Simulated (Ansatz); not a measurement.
The system is BaTiO3.

```
Ba Ti O
1.0
     2.82737    1.63238    2.31839
    -2.82737    1.63238    2.31839
     0.00000   -3.26476    2.31839
Ba Ti O
1 1 3
Direct
  0.00000 0.00000 0.00000
  0.48450 0.48450 0.48450
  0.50860 0.01750 0.50860
  0.01750 0.50860 0.50860
  0.50860 0.50860 0.01750
```

| Quantity | Value |
| --- | --- |
| Program | Ansatz 0.2.0 |
| Task | relaxation of cell and atoms |
| Functional | PBE |
| Potentials or basis | Ansatz PAW |
| Cutoff | 420 eV (not typed: the program's choice for these potentials) |
| k mesh | 7 × 7 × 7 |
| Occupations | fermi-dirac, width 0.05 eV |
| Spin | no spin polarisation |
| Hubbard terms | Ti d U = 6 eV |

At the start: volume 12.84 Å³/atom.

Question: Where does the relaxation end?

Answer: It ends after 11 steps and the volume is 13.23 Å³/atom (+3.0 %); space group R3m (No. 160, to 0.05 Å).

Step by step:
```csv
step,energy change (eV),largest force (eV/Å),volume (Å³)
1,0.0000,0.8366,64.20
2,-0.0249,0.4582,67.29
3,-0.0538,0.2233,66.87
4,-0.0552,0.2397,66.80
5,-0.0580,0.1528,66.80
6,-0.0635,0.1037,66.39
7,-0.0665,0.0117,66.04
8,-0.0666,0.0007,66.03
9,-0.0738,0.0007,66.03
10,-0.0735,0.0010,66.13
11,-0.0738,0.0010,66.13
```

Final structure:
```cif
data_structure
_symmetry_space_group_name_H-M 'P 1'
_symmetry_Int_Tables_number 1
_cell_length_a 4.0440
_cell_length_b 4.0440
_cell_length_c 4.0440
_cell_angle_alpha 89.927
_cell_angle_beta 89.927
_cell_angle_gamma 89.927
_cell_volume 66.13
loop_
_atom_site_label
_atom_site_type_symbol
_atom_site_fract_x
_atom_site_fract_y
_atom_site_fract_z
_atom_site_occupancy
Ba1 Ba 0.99938 0.99938 0.99938 1
Ti1 Ti 0.49290 0.49290 0.49290 1
O1 O 0.50729 0.01234 0.50729 1
O2 O 0.01234 0.50729 0.50729 1
O3 O 0.50729 0.50729 0.01234 1
```

Caveat: the plane-wave basis is chosen anew once the cell has moved, so the energies of steps on either side of that aren't comparable; the pressure holds a Pulay correction of +0.5 GPa for the finite cutoff.
